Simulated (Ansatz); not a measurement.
# GaAs: the cost of one run

All numbers are computed with the Python package of Ansatz 0.2.0. The levels of theory stand in the script.

**1. Starting point**

The structure is cubic, space group F-43m (No. 216). The conventional cell has a = 5.654 Å, b = 5.654 Å, c = 5.654 Å, α = 90.00°, β = 90.00°, γ = 90.00°. Ga (site symmetry -43m) is surrounded by 4 As at 2.45 Å. As (site symmetry -43m) is surrounded by 4 Ga at 2.45 Å.

The script holds or builds the structure itself.

**2. The script**

File lattice_gaas.py:

```python
# -*- coding: utf-8 -*-
import ansatz as az
import numpy as np

def edges_and_angles(cell):
    cell = np.asarray(cell)
    a, b, c = np.linalg.norm(cell, axis=1)
    cosines = cell[1] @ cell[2] / (b * c), cell[0] @ cell[2] / (a * c), cell[0] @ cell[1] / (a * b)
    return (a, b, c, *np.degrees(np.arccos(cosines)))

lattice = az.Lattice.of(
    [0.0, 2.82685, 2.82685],
    [2.82685, 0.0, 2.82685],
    [2.82685, 2.82685, 0.0],
)
sites = [
    ("Ga", [0.0, 0.0, 0.0]),
    ("As", [0.25, 0.25, 0.25]),
]
cell = az.Crystal(lattice=lattice)
for symbol, position in sites:
    cell = cell.atom(symbol, position)

calculation = (
    cell.calculation()
    .kpoints(8)
    .basis(35 * az.Ry)
    .occupations(az.OccupationsMethod.FIXED)
    .relax(cell=True)
)

levels = [("pbe", "d4"), ("pbe", "none"), ("pbesol", "none")]
print("level            a       b       c    alpha   beta  gamma  V/atom  steps")
for name, dispersion in levels:
    seen = []
    run = calculation.functional(name, dispersion=dispersion).session().plan()
    outcome = run.execute(on_event=lambda e: seen.append(e) if e["event"] == "relax_step" else None)
    cell = outcome.lattice.cell_ang
    label = name if dispersion == "none" else f"{name}+{dispersion}"
    print("{:13s} {:7.4f} {:7.4f} {:7.4f} {:6.2f} {:6.2f} {:6.2f}".format(label, *edges_and_angles(cell)), f"{abs(np.linalg.det(cell)) / len(outcome.lattice.sites):7.3f} {len(seen):5d}")
```

**3. The input behind the calls**

The package turns the script's settings into the engine's input (first run):

```yaml
crystal:
  lattice:
    - [0.0, 2.82685, 2.82685]
    - [2.82685, 0.0, 2.82685]
    - [2.82685, 2.82685, 0.0]
  atoms:
    - { symbol: Ga, position: [0.0, 0.0, 0.0] }
    - { symbol: As, position: [0.25, 0.25, 0.25] }
basis:
  ecutwfc: 476.19925930478996
kpoints:
  mp_grid:
    grid: [8, 8, 8]
hamiltonian:
  xc: pbe
  dispersion: d4
scf:
  occupations:
    method: fixed
relax:
  cell: {}
```

**4. Running it**

Command:

```
$ python lattice_gaas.py
```

**Question.** How long does this script take on 1 thread of Intel Xeon 6975P-C (Granite Rapids), shared host, and how much memory does it need?

About 25 s, with a peak of 0.47 GiB.
